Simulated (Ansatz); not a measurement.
# Cobalt, beta-Sn type under RPBE: ground state and equation of state

The plan for cobalt in the beta-Sn type structure: relax it, solve it on a dense k-mesh, then scale the cell to 7 volumes from 88 to 112 % of the relaxed one and try a fit of the equation of state. Spin polarisation is left out, though the real metal is magnetic, so this state lies above the ground state. The k-meshes are 15×15×10 for the relaxation; 30×30×21 for the dense run; 21×21×14 for the volumes.

Program: Ansatz 0.2.0. Level of theory: DFT RPBE, plane waves (420 eV) with PAW, scalar-relativistic; PBE-made PAW files. These are calculated values, not measurements.

## 1. The structure to begin with

The structure is tetragonal, space group I4_1/amd (No. 141). The conventional cell has a = 4.400 Å, b = 4.400 Å, c = 2.402 Å, α = 90.00°, β = 90.00°, γ = 90.00°. Co (site symmetry -4m2) is surrounded by 6 Co at 2.28 to 2.40 Å.

As a file:

```cif
data_structure
_symmetry_space_group_name_H-M 'P 1'
_symmetry_Int_Tables_number 1
_cell_length_a 3.3351
_cell_length_b 3.3351
_cell_length_c 3.3351
_cell_angle_alpha 97.454
_cell_angle_beta 97.454
_cell_angle_gamma 137.779
_cell_volume 23.25
loop_
_atom_site_label
_atom_site_type_symbol
_atom_site_fract_x
_atom_site_fract_y
_atom_site_fract_z
_atom_site_occupancy
Co1 Co 0.00000 0.00000 0.00000 1
Co2 Co 0.75000 0.25000 0.50000 1
```

## 2. Relaxing cell and atoms

input.yaml

```yaml
crystal:
  lattice:
    - [-2.1999784191, 2.1999784191, 1.2011882168]
    - [2.1999784191, -2.1999784191, 1.2011882168]
    - [2.1999784191, 2.1999784191, -1.2011882168]
  atoms:
    - { symbol: Co, position: [0.0, 0.0, 0.0] }
    - { symbol: Co, position: [0.75, 0.25, 0.5] }
hamiltonian:
  xc: rpbe
  pseudopotentials:
    kind: paw
    azcp:
      Co: "pseudopotentials/Co.paw.azcp"
basis:
  ecutwfc: 420
  fft_grid_basis: typed
kpoints:
  mp_grid: { grid: [15, 15, 10], shift: [0, 0, 0] }
magnetization:
  spin_polarized: false
scf:
  occupations: { method: fermi_dirac, width: 0.1 }
relax:
  max_steps: 60
  f_tol: 0.01
  cell: {}
```

Launch:

```bash
$ ansatz run input.yaml --threads 2 --pin off --max-ram 5120MiB --backend cpu --events-out ev --progress --plain --runs-dir out
```

After this run come: Dense single point; Equation of state: 88 %; Equation of state: 92 %; Equation of state: 96 %; Equation of state: 100 %; Equation of state: 104 %; Equation of state: 108 %; Equation of state: 112 %.

**Question.** What will these runs give? Wanted: space group; conventional cell; volume; shortest distance; gap on the mesh; relative to hcp, ferromagnetic; V₀, B₀, B₀′.

The runs gave:

| quantity | value |
| --- | --- |
| space group (spins left aside) | Cmcm (No. 63) |
| conventional cell | a = 2.438 Å, b = 7.462 Å, c = 2.453 Å |
| volume | 11.160 Å³/atom |
| shortest distance | 2.376 Å |
| gap on the mesh | none (levels filled in part) |
| relative to hcp, ferromagnetic | +463 meV/atom |
| V₀, B₀, B₀′ | 11.114 Å³/atom, 213 GPa, 4.7 |

In words: The relaxation shrank the cell by 4.0 % in volume. The cell has left its prototype: it ends as Cmcm. What follows belongs to that structure, not to the type named at the start. The mesh has less symmetry than the lattice, which may have let the distortion in. Against the reference form of cobalt (hcp, ferromagnetic, computed apart with the same settings) it stands 463 meV/atom higher; part of this is magnetic energy, as this run has no moments. No gap shows: it is a metal or semimetal at this level. The fitted modulus is 213 GPa; letting shape and positions relax at each volume could only lower it.
